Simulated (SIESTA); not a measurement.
**Rh under changes of volume**

One of the cells (13.671 Å³/atom); the others are scaled copies at fixed shape and fractional positions:

```
Rh
1.0
     0.00000    1.89785    1.89785
     1.89785    0.00000    1.89785
     1.89785    1.89785    0.00000
Rh
1
Direct
  0.00000 0.00000 0.00000
```

* Program: SIESTA 5.4.2
* Functional: LDA
* Potentials or basis: PseudoDojo 0.4 standard (LDA files)
* Basis: DZP (energy shift 0.003 Ry; two zetas on semicore shells)
* Grid cutoff: 800 Ry
* Energy shift: 0.003 Ry
* k mesh: 12 × 12 × 12
* Occupations: fermi-dirac, width 0.05 eV
* Spin: no spin polarisation

```tsv
volume (Å³/atom)	energy over the lowest point (meV/atom)	pressure (GPa)
12.851	25.74	15.1
13.125	6.73	7.7
13.398	0.00	0.6
13.671	?	?
13.945	17.83	-10.5
14.218	39.91	-15.2
14.492	69.64	-19.1
```

**Question.** What does the run at 13.671 Å³/atom give?

**Answer.** Energy over the lowest point 4.02 meV/atom; pressure -5.2 GPa.

Worked out: A Birch-Murnaghan fit of order 3 (a polynomial in V^(-2/3)) to the other rows has its minimum at 13.43 Å³/atom with B0 = V·E''(V) = 307 GPa and B' = 5.0. It gives 4.10 meV/atom at 13.671 Å³/atom, against the run's 4.02, and -dE/dV = -5.3 GPa, against -5.2.

Energies are extrapolated to zero smearing.

Caveats: the basis of atomic orbitals isn't converged, which shifts pressures, moduli and gaps.
